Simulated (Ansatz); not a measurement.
**MgSe: from C11, C12, C44 to the moduli of a polycrystal**

The cell as given, ahead of any relaxation:

```xyz
2
Lattice="0.0000 2.7255 2.7255 2.7255 0.0000 2.7255 2.7255 2.7255 0.0000" Properties=species:S:1:pos:R:3 pbc="T T T"
Se    2.7255    2.7255    2.7255
Mg    0.0000    0.0000    0.0000
```

Constants in GPa on the cubic axes, for the cell as given (20.25 Å³ an atom), where symmetry holds the atoms; no spin polarisation, no spin-orbit coupling. Meshes are those of the run's cell of 2 atoms. Ansatz's plane-wave pressures hold its Pulay term. Occupations: fixed (run 1). Space group Fm-3m.

| run | level | program and potentials | k mesh | cell | C11 | C12 | C44 |
| --- | --- | --- | --- | --- | --- | --- | --- |
| 1 | PBEsol | Ansatz, Ansatz PAW (made for PBE), 420 eV | 6 × 6 × 6 | as given, -0.01 GPa | 126.2 | 34.0 | 43.2 |

Work out the bulk, shear and Young's moduli of a random polycrystal, Poisson's ratio and the anisotropy, and test the cell's stability.

From the values as printed: B = (C11 + 2 C12)/3 = 64.7 GPa. Voigt: G_V = (C11 - C12 + 3 C44)/5 = 44.4; Reuss: G_R = 5 C44 (C11 - C12)/[4 C44 + 3 (C11 - C12)] = 44.3; Hill's mean, from the unrounded bounds, G = 44.3 GPa. Young's modulus E = 9BG/(3B + G) = 108.2 GPa, Poisson's ratio ν = (3B - 2G)/[2(3B + G)] = 0.221. Zener's ratio 2 C44/(C11 - C12) = 0.94, so the crystal is nearly isotropic. C11 > |C12|, C11 + 2 C12 > 0 and C44 > 0 hold, so the cell is stable against small uniform strains, which says nothing of soft phonons. An equation of state at this level (Ansatz, Ansatz PAW, made for PBE; mesh 8 × 8 × 8) gives B0 = 64.8 GPa at its minimum of 20.23 Å³ an atom, against 20.25 here.
